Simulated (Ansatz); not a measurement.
# BP (F-43m) in Ansatz: further runs

One crystal, BP, is run at these levels: HSE06, LDA, PBE; tasks: band structure, Born charges and dielectric tensor, phonons, elastic constants.

Everything below comes from runs of Ansatz 0.2.0. Logs are shortened: lines on timing, memory, paths and dates and some standing lists are left out, and cuts for length are marked.

## (1) Starting point

Symmetry: F-43m, No. 216, cubic system. The conventional cell has a = 4.538 Å, b = 4.538 Å, c = 4.538 Å, α = 90.00°, β = 90.00°, γ = 90.00°. Around P (site symmetry -43m) lie 4 B at 1.97 Å. Around B (site symmetry -43m) lie 4 P at 1.97 Å.

## (2) Band structure, HSE06

Input file input.yaml:

```yaml
crystal:
  lattice:
    - [0.0, 2.269, 2.269]
    - [2.269, 0.0, 2.269]
    - [2.269, 2.269, 0.0]
  atoms:
    - { symbol: P, position: [0.75, 0.75, 0.75] }
    - { symbol: B, position: [0.0, 0.0, 0.0] }
hamiltonian:
  xc: hse06
  pseudopotentials: { kind: paw }
kpoints:
  mp_grid: { grid: [5, 5, 5] }
  band_path:
    path:
      - [[0.0, 0.0, 0.0], [0.5, 0.0, 0.5], [0.5, 0.25, 0.75], [0.375, 0.375, 0.75], [0.0, 0.0, 0.0], [0.5, 0.5, 0.5], [0.625, 0.25, 0.625], [0.5, 0.25, 0.75], [0.5, 0.5, 0.5], [0.375, 0.375, 0.75]]
      - [[0.625, 0.25, 0.625], [0.5, 0.0, 0.5]]
    npoints: 4
scf:
  occupations: { method: fermi_dirac, width: 0.05 }
  n_extra_bands: 6
output:
  forces: true
  stress: true
  eigenvalues: true
  fatbands: false
```

Potentials or basis: Ansatz PAW.

On the command line:

```bash
$ ansatz run input.yaml --threads 2 --pin off --max-ram 5632MiB --backend cpu --events-out ev --progress --plain --runs-dir out
```

The program printed:

```text
Warning: output.stress: scf.convergence.dr2_threshold = 1e-7 eV (the SCF's general default) is looser than the 2e-10 eV advised for a printed stress (1e-10 eV for each atom of the cell: 2). What an SCF threshold leaves in a stress goes as its square root, and in the free energy as the threshold itself, and one threshold admits the most on a small cell: of the crystals measured, under no hybrid functional and no lock of the moments, on runs that ended without the residual-converged pass, on stresses that held no estimate of that error, the worst erred by over 100 MPa in a component at 1e-7 eV an atom and by under 5 at 1e-10. Set scf.convergence.dr2_threshold to 2e-10 eV or tighter. The threshold is an SCF's pass mark: one that does not reach it within its budget of iterations ends unconverged, or closes short of it on a stop that the run arms, and scf.convergence.dr2_threshold's page says what that costs each kind of run
Warning: output.stress: scf.exx.energy_threshold = 1e-6 eV is looser than the 2e-8 eV advised for a stress under a hybrid functional (1e-8 eV for each atom of the cell: 2). Every SCF of the exchange loop can meet its threshold on dr2 while the loop round them stops early: no threshold on dr2 bounds what that leaves in the stress. Set scf.exx.energy_threshold to 2e-8 eV or tighter. The threshold is the loop's pass mark: a loop that does not reach it within its budget of cycles ends unconverged, and scf.exx.energy_threshold's page has the law
Warning: RAYON_NUM_THREADS=2 ignored (pool sized by the plan → 2); use --threads N
scf.n_extra_bands = 6 over 4 filled bands (N_el = 8.0): the run solves 10 bands
Engine: ansatz 0.2.0, x86_64-unknown-linux-gnu
Pseudopotentials: kind: paw
Pseudopotential: P, paw, valence charge 5, recommended cutoff 420 eV (normal), P.paw.azcp
Pseudopotential: B, paw, valence charge 3, recommended cutoff 420 eV (normal), B.paw.azcp
Functional definition: HSE06
  parameter a = 0.25
  parameter omega = 0.11/bohr
  exchange = pbe_x - a*pbe_x_sr(omega) + a*exact_x_sr(omega)
  correlation = pbe_c
Crystal: 2 atoms, lattice volume = 23.363 Å³
Basis set: ecut = 420 eV, 459 PW (Γ), exchange–correlation on 48×48×48 points (8 copies of the dense FFT grid, shifted against one another)
Bands: 10, of which v1, the nominal top of the filled ones, is band 4 counted from 1 (3 counted from 0)
Symmetry: 24 space group operations
Space group: F-43m (ITA 216), of the structure as read, at distance tolerance 2.9e-5 Å
k-points: 10 of 125 (time reversal used)
Non-local potential: P, projectors of the file, l = 0: 2, l = 1: 2, l = 2: 2
Non-local potential: B, projectors of the file, l = 0: 2, l = 1: 2, l = 2: 1
PAW form: soft (Blöchl's): semilocal exchange-correlation on the pseudo side does not see the compensation charge
PAW frozen core: P, regenerated for the run's functional, and the local potential with it (the file was generated under x = pbe(κ = 0.804, μ = 0.2195149727645171), c = pbe(β = 0.06672455060314922))
PAW frozen core: B, regenerated for the run's functional, and the local potential with it (the file was generated under x = pbe(κ = 0.804, μ = 0.2195149727645171), c = pbe(β = 0.06672455060314922))
PAW one-centre angular grid: P, 110 points (default); XC on 64 Gauss nodes
PAW one-centre angular grid: B, 110 points (default); XC on 64 Gauss nodes
Initial density: superposition of atomic densities (neutral atoms: chi_scale 0, normalization atom), corrected by the library's trained network
Initial wavefunctions: pseudopotential atomic-orbital guess
Functional: x = pbe(κ = 0.804, μ = 0.2195149727645171), c = pbe(β = 0.06672455060314922), warm-up for x = pbe(κ = 0.804, μ = 0.2195149727645171) + 0.25 (exact − pbe) at short range (hse, ω = 0.20786987370883472 Å⁻¹), c = pbe(β = 0.06672455060314922); HSE06 as pw.x's `hse` composes it (authors' and Libxc's form: `xc: wpbeh`)
SCF iter   1: F=—  HF=-912.389732 eV  |F-HF|=—  |Δ(HF+E_count)|=         —  Δρ=9.18e-4  dr2=6.04e-5  ethr=1.77e-3  ⟨swp⟩=2.0  Hψ=697  notcnv=0
preconditioner: auto → none  [insulator: Δε(μ)=1.234 eV  Ē_g=14.959 eV  σ=0.050 eV  W_gap=1.00  n_scr=0 (ndim 8)  ℏωp=21.7 eV  f_vac=0.000  D(μ)=0.00/eV (n_scr^D=0)]
SCF iter   2: F=-912.389865 eV  HF=-912.389829 eV  |F-HF|=3.63e-5  |Δ(HF+E_count)|=   9.64e-5  Δρ=4.53e-4  dr2=1.17e-5  ethr=7.55e-7  ⟨swp⟩=2.2  Hψ=148  notcnv=0
SCF 1 stopped early in 2 iterations: F = -912.389865 eV  dr2 = 1.17e-5
Initial density: handed on by an earlier stage of this run
Initial wavefunctions: those handed on with the density
Functional: x = pbe(κ = 0.804, μ = 0.2195149727645171) + 0.25 (exact − pbe) at short range (hse, ω = 0.20786987370883472 Å⁻¹), c = pbe(β = 0.06672455060314922); HSE06 as pw.x's `hse` composes it (authors' and Libxc's form: `xc: wpbeh`)
Exchange kernel: α = 0.2500, screened, ω = 0.2079 Å⁻¹, Wigner–Seitz truncation, v(0) = 1027.2805 eV·Å³, q-mesh 5×5×5, nearest image of the exchange supercell L = 16.04 Å, pair-density grid 12×12×12, without the augmentation charges, whose exchange is taken in its separable form by FFT convolution over the k-point mesh (sized by the pseudopotential files, 18×18×18 at the most), smooth part of the exact exchange by density-matrix convolution
Frozen-core exchange: fock
SCF iter   1: F=—  HF=-913.081965 eV  |F-HF|=—  |Δ(HF+E_count)|=         —  Δρ=4.47e-3  dr2=2.57e-3  ethr=1.46e-6  ⟨swp⟩=7.3  Hψ=518  notcnv=0
preconditioner: auto → none  [insulator: Δε(μ)=1.930 eV  Ē_g=16.862 eV  σ=0.050 eV  W_gap=1.00  n_scr=0 (ndim 8)  ℏωp=21.7 eV  f_vac=0.000  D(μ)=0.00/eV (n_scr^D=0)]
SCF iter   2: F=—  HF=-913.080964 eV  |F-HF|=—  |Δ(HF+E_count)|=   1.00e-3  Δρ=2.02e-3  dr2=6.18e-4  ethr=1.46e-6  ⟨swp⟩=3.0  Hψ=180  notcnv=0
SCF iter   3: F=—  HF=-913.082824 eV  |F-HF|=—  |Δ(HF+E_count)|=   1.86e-3  Δρ=6.38e-4  dr2=5.67e-5  ethr=1.46e-6  ⟨swp⟩=3.1  Hψ=183  notcnv=0  defer=1
iter 4 solved again at ethr=1.48e-8 eV; its pass at ethr=6.37e-7 eV (dr2=1.18e-6 eV) is discarded
SCF iter   4: F=—  HF=-913.082805 eV  |F-HF|=—  |Δ(HF+E_count)|=   1.92e-5  Δρ=8.14e-5  dr2=4.16e-6  ethr=1.48e-8  ⟨swp⟩=3.3  Hψ=374  notcnv=0
SCF iter   5: F=-913.082825 eV  HF=-913.082825 eV  |F-HF|=5.91e-7  |Δ(HF+E_count)|=   2.06e-5  Δρ=8.13e-5  dr2=1.14e-6  ethr=1.48e-8  ⟨swp⟩=3.2  Hψ=185  notcnv=0  defer=1
SCF 2 stopped early in 5 iterations: F = -913.082825 eV  dr2 = 1.14e-6
hybrid outer 1: dexx = +2.220e-3 eV, tail = 3.51e-6 eV
Exchange kernel: α = 0.2500, screened, ω = 0.2079 Å⁻¹, Wigner–Seitz truncation, v(0) = 1027.2805 eV·Å³, q-mesh 5×5×5, nearest image of the exchange supercell L = 16.04 Å, pair-density grid 12×12×12, without the augmentation charges, whose exchange is taken in its separable form by FFT convolution over the k-point mesh (sized by the pseudopotential files, 18×18×18 at the most), smooth part of the exact exchange by density-matrix convolution
Frozen-core exchange: fock
SCF iter   1: F=—  HF=-913.082817 eV  |F-HF|=—  |Δ(HF+E_count)|=         —  Δρ=2.47e-5  dr2=2.08e-7  ethr=2.19e-7  ⟨swp⟩=4.9  Hψ=261  notcnv=0
preconditioner: auto → none  [insulator: Δε(μ)=1.980 eV  Ē_g=16.862 eV  σ=0.050 eV  W_gap=1.00  n_scr=0 (ndim 8)  ℏωp=21.7 eV  f_vac=0.000  D(μ)=0.00/eV (n_scr^D=0)]
SCF iter   2: F=-913.082817 eV  HF=-913.082817 eV  |F-HF|=4.45e-10  |Δ(HF+E_count)|=   5.41e-8  Δρ=6.43e-6  dr2=6.69e-9  ethr=2.06e-9  ⟨swp⟩=3.0  Hψ=172  notcnv=0
SCF 3 converged in 2 iterations: F = -913.082817 eV  dr2 = 6.69e-9
  Residual-converged pass: ⟨swp⟩=3.1  Hψ=177  notcnv=0  max |occ|·‖R‖ = 2.4e-6 eV (tolerance 2.4e-6 eV)  dr2=6.84e-9  dr2_onsite=1.13e-10  max |Δocc| = 1.1e-17
hybrid outer 2: dexx = +2.365e-8 eV, tail = 1.39e-8 eV, Δε = 1.54e-3 eV (about 1.46e-4 eV left of the loop's levels)
NSCF: frozen V_eff on 42 k-points
hybrid SCF converged: 2 outer / 7 inner (+2 warm-up), last move |dexx| = 2.37e-8 eV, tail = 1.39e-8 eV
Stability not checked: this state was not tested for a lower state beside it, because the functional holds exact exchange (a hybrid, or Hartree-Fock), whose exchange loop this test does not read (fock_operator; see scf.lower_state_search)
Free energy (F): -913.082817 eV
Frozen-core exchange: fock
Harris-Foulkes:  -913.082817 eV  (|F-HF|=4.45e-10)
Internal energy: -913.082817 eV  (E = F + TS)
E sigma→0 (E₀):  -913.082817 eV
Fermi energy:    9.825665 eV
--- Per-component energies (eV) ---
  E_band       = 13.628059
  E_kinetic    = 121.683994
  E_local      = -67.087838  (includes V_loc(G=0)·N_el)
  E_nonlocal   = 44.223299
  E_hartree    = 17.084301
  E_xc         = -77.473856
  E_vxc        = -81.598396  (∫ρ·V_xc dr)
  E_exx        = -13.749707  (= α·E_x^exact, valence–valence)
  E_paw        = -652.183284  (= ΣΔE_a)
  E_vpaw       = -10.262274  (= ΣTr[D̂ρ^β])
  E_aug_tail   = 0.000001  (compensation charges beyond the density's cutoff)
  E_ewald      = -285.491518
  E_core_change = -0.088209  (= ΣΔE_core)
  E_smearing   = -0.000000  (= −TS)
  E_closure    = -0.000001  (closes the sum)
  Σ components = -913.082817   (vs F -913.082817, Δ=1.14e-13)
--- Forces (eV/Å), atoms counted from 1 ---
  atom   1  P      0.00000000     0.00000000     0.00000000
  atom   2  B     -0.00000000     0.00000000    -0.00000000
  max |Σ_I F_I| component: 2.04e-16 eV/Å
--- Stress (GPa, compression-positive) ---
       -1.243339       0.000000      -0.000000
        0.000000      -1.243339       0.000000
        0.000000       0.000000      -1.243339
  P = ⅓ Tr σ = -1.2433 GPa (-12.433 kbar)
--- Band table (eV; the first three rows and the last of 10) ---
  k-point 0: bands = ["-8.2292", "8.8528", "8.8528", "8.8528", "13.2019", "13.2019", "13.2019", "17.5561", "21.4515", "22.1994"]
  k-point 1: bands = ["-7.4454", "4.8803", "7.9384", "7.9384", "13.8568", "14.4094", "14.4094", "19.3161", "20.8497", "20.8497"]
  k-point 2: bands = ["-5.3238", "-0.0098", "7.0402", "7.0402", "13.6488", "14.6631", "14.6631", "20.2837", "23.3066", "23.3066"]
  k-point 9: bands = ["-3.5290", "0.5186", "2.6821", "4.1770", "14.4275", "15.5228", "16.8172", "20.8601", "21.7466", "24.8464"]
```

Wall time 67 s (2 threads of Intel Xeon at 2.70GHz, shared host); peak memory 0.53 GiB.

Results:

* Free energy: -913.0828 eV
* Pressure: -1.2 GPa
* Band gap on the k mesh: 1.98 eV, indirect (least direct gap 4.35 eV)
* Band gap along the path: 2.01 eV, indirect (least direct gap 4.35 eV)

Levels at the corners of the path, in eV from the valence-band top:
```
point  band 1  band 2  band 3  band 4  band 5  band 6  band 7  band 8
    Γ  -17.08    0.00    0.00    0.00    4.35    4.35    4.35    8.70
    X  -11.69   -9.57   -4.52   -4.52    2.07    2.42   13.80   13.80
    W  -11.39   -9.00   -6.18   -5.96    6.33    7.76    8.53    8.73
    K  -11.70   -9.10   -6.79   -3.85    2.94    7.06   11.21   12.13
    Γ  -17.08    0.00    0.00    0.00    4.35    4.35    4.35    8.70
    L  -13.42   -9.99   -1.93   -1.93    4.75    5.72    5.72   11.36
    U  -11.70   -9.10   -6.79   -3.85    2.94    7.06   11.21   12.13
    W  -11.39   -9.00   -6.18   -5.96    6.33    7.76    8.53    8.73
    L  -13.42   -9.99   -1.93   -1.93    4.75    5.72    5.72   11.36
    K  -11.70   -9.10   -6.79   -3.85    2.94    7.06   11.21   12.13
    U  -11.70   -9.10   -6.79   -3.85    2.94    7.06   11.21   12.13
    X  -11.69   -9.57   -4.52   -4.52    2.07    2.42   13.80   13.80
```

Caveat: the k mesh is coarse (spacing up to 0.48 Å⁻¹), so the values aren't converged, least of all with exact exchange; the PAW data sets come from PBE, with cores solved anew for the run's functional, which leaves a small shift of forces and pressure; the thresholds are loose for stress.

## (3) Born charges and dielectric tensor, LDA

Input file input.yaml:

```yaml
crystal:
  lattice:
    - [0.0, 2.269, 2.269]
    - [2.269, 0.0, 2.269]
    - [2.269, 2.269, 0.0]
  atoms:
    - { symbol: P, position: [0.75, 0.75, 0.75] }
    - { symbol: B, position: [0.0, 0.0, 0.0] }
hamiltonian:
  xc: lda
  pseudopotentials: { kind: paw }
kpoints:
  mp_grid: { grid: [10, 10, 10] }
scf:
  occupations: { method: fixed }
output:
  eigenvalues: true
dielectric:
  method: response
```

Potentials or basis: Ansatz PAW.

On the command line:

```bash
$ ansatz run input.yaml --threads 2 --pin off --max-ram 5632MiB --backend cpu --events-out ev --progress --plain --runs-dir out
```

The program printed:

```text
Warning: RAYON_NUM_THREADS=2 ignored (pool sized by the plan → 2); use --threads N
Engine: ansatz 0.2.0, x86_64-unknown-linux-gnu
Pseudopotentials: kind: paw
Pseudopotential: P, paw, valence charge 5, recommended cutoff 420 eV (normal), P.paw.azcp
Pseudopotential: B, paw, valence charge 3, recommended cutoff 420 eV (normal), B.paw.azcp
Functional definition: SPW92
  exchange = slater_x
  correlation = pw_c
Crystal: 2 atoms, lattice volume = 23.363 Å³
Basis set: ecut = 420 eV, 459 PW (Γ), exchange–correlation on 48×48×48 points (8 copies of the dense FFT grid, shifted against one another)
Bands: 8, of which v1, the nominal top of the filled ones, is band 4 counted from 1 (3 counted from 0)
Symmetry: 24 space group operations
k-points: 171 of 1000 (irreducible under 4 space group operations, time reversal used)
Non-local potential: P, projectors of the file, l = 0: 2, l = 1: 2, l = 2: 2
Non-local potential: B, projectors of the file, l = 0: 2, l = 1: 2, l = 2: 1
PAW form: soft (Blöchl's): semilocal exchange-correlation on the pseudo side does not see the compensation charge
PAW frozen core: P, regenerated for the run's functional, and the local potential with it (the file was generated under x = pbe(κ = 0.804, μ = 0.2195149727645171), c = pbe(β = 0.06672455060314922))
PAW frozen core: B, regenerated for the run's functional, and the local potential with it (the file was generated under x = pbe(κ = 0.804, μ = 0.2195149727645171), c = pbe(β = 0.06672455060314922))
PAW one-centre angular grid: P, 110 points (default); XC on 64 Gauss nodes
PAW one-centre angular grid: B, 110 points (default); XC on 64 Gauss nodes
Initial density: superposition of atomic densities (neutral atoms: chi_scale 0, normalization atom), corrected by the library's trained network
Initial wavefunctions: pseudopotential atomic-orbital guess
Functional: x = slater, c = lda
SCF iter   1: F=—  HF=-876.626766 eV  |F-HF|=—  |Δ(HF+E_count)|=         —  Δρ=5.32e-3  dr2=5.43e-3  ethr=1.77e-3  ⟨swp⟩=5.1  Hψ=10035  notcnv=0  defer=327
preconditioner: auto → none  [insulator: Δε(μ)=1.179 eV  Ē_g=12.698 eV  n_scr=0 (ndim 8)  ℏωp=21.7 eV  f_vac=0.000  ε∞_Penn≈3.9]
[... 25 lines left out ...]
Internal energy: -876.625534 eV  (E = F + TS)
E sigma→0 (E₀):  -876.625534 eV
Fermi energy:    9.055412 eV
--- Per-component energies (eV) ---
  E_band       = 20.743116
  E_kinetic    = 122.031082
  E_local      = -70.105380  (includes V_loc(G=0)·N_el)
  E_nonlocal   = 46.886806
  E_hartree    = 16.965190
  E_xc         = -94.408378
  E_vxc        = -100.556898  (∫ρ·V_xc dr)
  E_paw        = -612.666521  (= ΣΔE_a)
  E_vpaw       = -11.442885  (= ΣTr[D̂ρ^β])
  E_aug_tail   = -0.000000  (compensation charges beyond the density's cutoff)
  E_ewald      = -285.491518
  E_core_change = 0.163186  (= ΣΔE_core)
  E_smearing   = -0.000000  (= −TS)
  E_closure    = 0.000000  (closes the sum)
  Σ components = -876.625534   (vs F -876.625534, Δ=0.00e0)
--- Band table (eV; the first three rows and the last of 171) ---
  k-point 0: bands = ["-6.3400", "9.0554", "9.0554", "9.0554", "12.4317", "12.4317", "12.4317", "16.4057"]
  k-point 1: bands = ["-6.1602", "7.7645", "8.7624", "8.7624", "12.8361", "12.8361", "12.8540", "16.9163"]
  k-point 2: bands = ["-5.6275", "5.4335", "8.2064", "8.2064", "13.0503", "13.5479", "13.5479", "18.0341"]
  k-point 170: bands = ["-1.5360", "1.1643", "3.1530", "4.3769", "13.8580", "15.1934", "16.7373", "17.3405"]
--- Dielectric response (ions clamped): 3 representative field directions + reference, inside a basis on a mesh of 1000 k-points (Σ response iterations 12) ---
  ε∞ (high-frequency dielectric tensor):
        9.196692    -0.000000    -0.000000
       -0.000000     9.196692     0.000000
       -0.000000     0.000000     9.196692
  Born effective charges Z* (e; rows j = field, columns β = displacement):
    site 0:
         0.53773   -0.00000   -0.00000
         0.00000    0.53773    0.00000
         0.00000   -0.00000    0.53773
    site 1:
        -0.53773    0.00000    0.00000
        -0.00000   -0.53773   -0.00000
        -0.00000    0.00000   -0.53773
  Z* charge neutrality: 1.440e-4 e pre-enforcement
  solved inside a basis spanned on kpoints, on 10×10×10 k-points, its susceptibility summed on 14×14×14: ε∞ is read to err by 2.7e-2, Z* by 5.6e-3 e (field_mesh: kpoints solves on kpoints); Z* is corrected for what the basis lacks
```

Run time: 14 s. Hardware: 2 threads of Intel Xeon at 2.70GHz, shared host; peak memory 0.44 GiB.

What came out:

* Free energy: -876.6255 eV
* Band gap on the k mesh: 1.19 eV, indirect (least direct gap 3.38 eV)
* Electronic dielectric tensor (diagonal): 9.20
* Born charges (mean of the diagonal): P +0.54; B -0.54 e

Levels at points of the mesh, in eV from the valence-band top:
| k point | band 1 | band 2 | band 3 | band 4 | band 5 | band 6 | band 7 | band 8 |
| --- | --- | --- | --- | --- | --- | --- | --- | --- |
| (0.00, 0.00, 0.00) | -15.40 | 0.00 | 0.00 | 0.00 | 3.38 | 3.38 | 3.38 | 7.35 |
| (0.00, 0.00, -0.50) | -12.07 | -9.01 | -1.75 | -1.75 | 3.76 | 4.67 | 4.67 | 9.92 |
| (0.00, -0.50, -0.50) | -10.57 | -8.49 | -4.10 | -4.10 | 1.30 | 1.55 | 11.94 | 11.94 |
| (-0.50, 0.00, 0.00) | -12.07 | -9.01 | -1.75 | -1.75 | 3.76 | 4.67 | 4.67 | 9.92 |
| (-0.50, 0.00, -0.50) | -10.57 | -8.49 | -4.10 | -4.10 | 1.30 | 1.55 | 11.94 | 11.94 |

Electronic dielectric tensor:
```
9.20 0.00 0.00
0.00 9.20 0.00
0.00 0.00 9.20
```

Born effective charge tensors (e):
atom 1, P
```
0.54 0.00 0.00
0.00 0.54 0.00
0.00 0.00 0.54
```
atom 2, B
```
-0.54  0.00  0.00
 0.00 -0.54  0.00
 0.00  0.00 -0.54
```

Caveat: the PAW data sets come from PBE, with cores solved anew for the run's functional, which leaves a small shift of forces and pressure.

(Part 1 of 2 ends here.)
